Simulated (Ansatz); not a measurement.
AlN (F-43m), two-dimensional strain map

All numbers below come from DFT r2SCAN, scalar-relativistic, plane waves, PAW (Ansatz 0.2.0). The runs took a 500 eV cutoff, a Γ-centred 10×10×10 mesh and Gaussian smearing (0.05 eV). No spin polarisation. Energies are free energies at this smearing, counted from the undisturbed cell; pressure is positive in compression.

Reference structure (relaxed at this level; this zinc-blende form isn't the usual structure):

```
CELL_PARAMETERS angstrom
0.00000 2.18490 2.18490
2.18490 0.00000 2.18490
2.18490 2.18490 0.00000
ATOMIC_POSITIONS crystal
Al 0.00000 0.00000 0.00000
N 0.75000 0.75000 0.75000
```

The cell is strained by p along both x and y and by q along z, fractional coordinates fixed. Points are written (p, q).

Energy above the undisturbed cell in meV/atom (a dash: not computed):

```csv
p \ q,-0.030,-0.015,0.000,0.015,0.030
-0.030,60.4,42.1,29.2,21.6,19.2
-0.015,26.8,14.5,7.1,4.6,6.9
0.000,?,2.3,0.0,2.3,9.0
0.015,5.9,?,?,?,24.0
0.030,16.2,19.1,26.0,36.6,51.0
```

Q: Fill in the withheld energies.

A: (0.000, -0.030): 9.1; (0.015, -0.015): 4.2; (0.015, 0.000): 6.7; (0.015, 0.015): 13.3.